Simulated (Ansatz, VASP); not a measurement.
# Pt in VASP and in Ansatz

Contents of INCAR:

```
SYSTEM = Pt
PREC = Accurate
ENCUT = 520
EDIFF = 1E-6
ISMEAR = 0
SIGMA = 0.15
LREAL = .FALSE.
LASPH = .TRUE.
NELM = 60
ALGO = Fast
ISIF = 2
LWAVE = .FALSE.
LCHARG = .FALSE.
GGA = PS
NBANDS = 17
```

The input KPOINTS:

```
regular mesh
0
G
  18 18 12
  0 0 0
```

The input POSCAR:

```
Pt
1.0
    0.0000000000     -1.9579000000     -1.9579000000
    0.0000000000      1.9579000000     -1.9579000000
    3.9158000000      0.0000000000      0.0000000000
Pt
2
Direct
    0.5000000000      0.5000000000      0.5000000000
    0.0000000000      0.0000000000      0.0000000000
```

Input for Ansatz:

```yaml
crystal:
  lattice:
    - [0.0, -1.9579, -1.9579]
    - [0.0, 1.9579, -1.9579]
    - [3.9158, 0.0, 0.0]
  atoms:
    - { symbol: Pt, position: [0.5, 0.5, 0.5] }
    - { symbol: Pt, position: [0.0, 0.0, 0.0] }
basis:
  ecutwfc: 420
kpoints:
  mp_grid: { grid: [18, 18, 12] }
hamiltonian:
  xc: pbesol
scf:
  occupations: { method: gaussian, width: 0.15 }
output:
  forces: true
  stress: true
  eigenvalues: true
```

Alike in both runs: task single point; functional PBEsol; k mesh 18 × 18 × 12; occupations gaussian, width 0.15 eV; no spin polarisation.

```csv
,VASP,Ansatz
version,VASP 6.6.1,Ansatz 0.2.0
potentials or method,"VASP PAW PBE potentials, release 64 (Pt)","scalar-relativistic, plane waves, PAW"
plane-wave cutoff (eV),520,420
valence electrons in the cell,20,36
```

VASP gave:

| Item | Value |
| --- | --- |
| gap on the k mesh at the Fermi level (eV) | none |
| pressure (GPa) | 0.2 |

Q: What did Ansatz give for the same quantities?

A: gap on the k mesh at the Fermi level (eV): none; pressure (GPa): 0.6.

A gap of «none» marks a metal or a gap that the smearing closes. The two sets of potentials don't hold the same shells in valence.

Caveats: the PAW data sets were made with another functional, which shifts forces and pressure a little (VASP); the real-space grid breaks the cell's symmetry a little (VASP). The runs have no spin-orbit coupling, so splittings on Pt are missing.
